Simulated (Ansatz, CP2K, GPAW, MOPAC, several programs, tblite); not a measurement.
**What each method gives for FeS₂ (Pnnm)**

A 6-atom cell of FeS₂ (Pnnm) from a materials database, relaxed with r2SCAN in Ansatz, was computed with several methods. Space group Pnnm (No. 58), orthorhombic; conventional cell a = 4.431 Å, b = 5.401 Å, c = 3.379 Å, 13.48 Å³ an atom. Around Fe lie 6 S at 2.23–2.25 Å; around S lie 1 S at 2.22 Å and 3 Fe at 2.23–2.25 Å. No spin polarisation and no zero-point or thermal motion.

```cif
data_structure
_symmetry_space_group_name_H-M 'P 1'
_symmetry_Int_Tables_number 1
_cell_length_a 4.4308
_cell_length_b 5.4006
_cell_length_c 3.3792
_cell_angle_alpha 90.000
_cell_angle_beta 90.000
_cell_angle_gamma 90.000
_cell_volume 80.86
loop_
_atom_site_label
_atom_site_type_symbol
_atom_site_fract_x
_atom_site_fract_y
_atom_site_fract_z
_atom_site_occupancy
Fe1 Fe 0.50000 0.50000 0.50000 1
Fe2 Fe 0.00000 0.00000 0.00000 1
S1 S 0.29905 0.87784 0.50000 1
S2 S 0.70095 0.12216 0.50000 1
S3 S 0.20095 0.37784 0.00000 1
S4 S 0.79905 0.62216 0.00000 1
```

Gaps and times are for a single point on this cell; volume and bulk modulus come from each method's own relaxation or energy curve at fixed shape, which is too stiff where a cell has free coordinates or axes. Times are rough, from shared hosts (Arm Neoverse V1), and each method has its own mesh and cell size. A double dagger marks a value from a curve with shape and coordinates held. A star marks a curve whose lowest point is an end point. PM7 (MOPAC), GFN1-xTB (tblite), GFN2-xTB (tblite) treat a cluster of cells at its zone centre, which samples few k points: where these miss a band edge, the gap comes out too large for that reason alone. Gaps from k meshes are read at a limited set of points (mesh, symmetry points, PBE's band edges), so each method's own least gap may be somewhat smaller. xTB and the PM methods were fitted mostly to molecules, and can miss a solid's gap by electronvolts. Minimal bases can be far off for gaps. The open d shell was run without spin, which may not be the ground state of these methods, hybrids least of all. GLLB-SC's gap includes the derivative discontinuity. d marks a direct gap, i an indirect one (no mark: not told apart), a dash a value that wasn't computed or didn't pass its checks.

| method | kind | gap (eV) | own volume (Å³/atom) | bulk modulus (GPa) | atoms computed | processor time |
| --- | --- | --- | --- | --- | --- | --- |
| light PBE (260 eV and a coarse mesh) | light plane-wave | 0.78 i | – | – | 6 | 2.2 s |
| GFN1-xTB (tblite) | tight binding | 0.53 | 13.15‡ | 136‡ | 72 | 6.1 s |
| PBE/SZV (CP2K) | small basis | 1.07 i | 14.88*‡ | 150*‡ | 6 | 9.9 s |
| GFN2-xTB (tblite) | tight binding | 1.13 | – | – | 72 | 12 s |
| PBE | semilocal | 0.85 i | 13.57 | 152‡ | 6 | 16 s |
| r2SCAN | semilocal | 1.34 i | 13.48 | 156‡ | 6 | 41 s |
| PBE/DZVP (CP2K) | small basis | 0.88 i | 13.60‡ | 154‡ | 6 | 42 s |
| GLLB-SC (GPAW) | model potential | 1.64 | – | – | 6 | 68 s |
| PM7 (MOPAC) | semi-empirical | 4.57 | – | – | 72 | 2.2 min |

Volumes against r2SCAN's: PBE +0.7 %.
